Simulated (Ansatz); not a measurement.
Density of states of Bi2Se3

```cif
data_structure
_symmetry_space_group_name_H-M 'P 1'
_symmetry_Int_Tables_number 1
_cell_length_a 9.8405
_cell_length_b 9.8405
_cell_length_c 9.8405
_cell_angle_alpha 24.304
_cell_angle_beta 24.304
_cell_angle_gamma 24.304
_cell_volume 141.89
loop_
_atom_site_label
_atom_site_type_symbol
_atom_site_fract_x
_atom_site_fract_y
_atom_site_fract_z
_atom_site_occupancy
Bi1 Bi 0.40080 0.40080 0.40080 1
Bi2 Bi 0.59920 0.59920 0.59920 1
Se1 Se 0.00000 0.00000 0.00000 1
Se2 Se 0.21170 0.21170 0.21170 1
Se3 Se 0.78830 0.78830 0.78830 1
```

The runs use the primitive cell with vectors (2.071, 1.196, 9.545), (-2.071, 1.196, 9.545), (0.000, -2.392, 9.545) Å, to which the k mesh refers.

The cell is COD entry 9011965, as deposited and not checked against the literature; nothing was relaxed.

No spin–orbit coupling, which matters for the heavy atoms here.

Computed with DFT, PBE, all-electron LAPW, scalar-relativistic (Ansatz 0.2.0).

Settings: a Γ-centred 6×6×6 k mesh, Fermi–Dirac smearing of 0.03 eV, basis error target 0.5 meV/atom, no spin polarisation.

**Question.** Which of the resolved shells contributes most in the top eV of the valence band?

**Answer.** Se 4p, with 81 % of all states there; Bi 6s follows with 10 %.

**Question.** Tabulate the density of states.

**Answer.** States per eV and cell, averaged over 0.4 eV, from -5.5 to 3.9 eV, with energies (bin centres) from the valence-band top; empty bins are left out. The partial columns, the largest 4 alone, are projections on Löwdin-orthogonalised atomic shells (those that the program's projection atoms carry: the occupied ones and, for some elements, an empty d or f shell; other empty shells have no column), summed over atoms of an element. Weights on diffuse s and p shells depend on that basis and aren't pure angular character.
```tsv
E (eV)	total	Se 4p	Bi 6p	Se 4s	Bi 6s
-5.4	0.19	0.10	0.08	0.00	0.00
-5.0	2.34	1.28	0.99	0.04	0.01
-4.6	1.10	0.64	0.43	0.02	0.01
-4.2	3.70	2.20	1.38	0.06	0.04
-3.8	4.22	2.63	1.44	0.08	0.04
-3.4	4.11	2.62	1.32	0.09	0.04
-3.0	4.65	3.02	1.42	0.12	0.05
-2.6	5.66	3.82	1.58	0.12	0.08
-2.2	2.79	2.03	0.63	0.05	0.05
-1.8	3.01	2.47	0.39	0.04	0.07
-1.4	5.17	4.59	0.33	0.05	0.13
-1.0	5.10	4.26	0.31	0.05	0.40
-0.6	2.75	2.23	0.16	0.03	0.28
-0.2	0.21	0.16	0.03	0.01	0.02
0.6	0.14	0.03	0.08	0.02	0.00
1.0	0.81	0.19	0.50	0.08	0.01
1.4	2.78	0.82	1.61	0.19	0.02
1.8	4.31	1.32	2.62	0.17	0.02
2.2	4.63	1.53	2.71	0.13	0.03
2.6	3.49	1.26	1.93	0.07	0.03
3.0	2.86	1.01	1.59	0.04	0.01
3.4	2.91	1.08	1.63	0.03	0.01
3.8	4.16	1.61	2.12	0.03	0.00
```
